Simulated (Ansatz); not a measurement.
Runs of Ansatz 0.2.0 on CuO (Tenorite). It takes space group C2/c (No. 15, monoclinic). The conventional cell has a = 4.684 Å, b = 3.423 Å, c = 5.129 Å, α = 90.00°, β = 99.54°, γ = 90.00°. Around Cu (site symmetry -1) lie 4 O at 1.95 to 1.96 Å. O (site symmetry 2) is surrounded by 4 Cu at 1.95 to 1.96 Å. 

```csv
task,level,U,cell,cutoff (eV),gap on the mesh (eV),pressure (GPa),largest force (eV/Å)
density of states,PBEsol+U,Cu d U = 4 eV,as given,406,none,-0.9,0.26
density of states,PBEsol+U,Cu d U = 2 eV,as given,406,none,-1.9,0.31
density of states,PBEsol+U,Cu d U = 8 eV,as given,406,none,1.8,0.16
density of states,PBEsol,-,as given,406,none,(b),0.36
relaxation of cell and atoms,LDA,-,relaxed,-,none,0.0,-
density of states,PBEsol+U,Cu d U = 6 eV,as given,406,none,(c),(a)
```

Alike in all rows: potentials or basis all-electron LAPW, scalar-relativistic; no spin polarisation; k mesh 10 × 10 × 5; smearing fermi-dirac 0.05 eV; basis error allowed 0.002 eV/atom.

**Question.** Fill in the values left out.

**Answer.** (a) 0.21; (b) -2.7; (c) 0.4.

Caveats: the run has no spin polarisation, though such a crystal can be magnetic; the density of states is complete only up to the lowest level of the last band computed (some runs); U is the effective U less J, on atomic orbitals that reach past the spheres (some runs); U without spin polarisation on a metal has little footing (some runs); semilocal functionals often make such compounds metallic where correlation or magnetic order opens a gap, which also shifts bond lengths (some runs).

A gap of «none» marks a metal or a gap under the smearing width.

Runs at the PBE level aren't shown here.
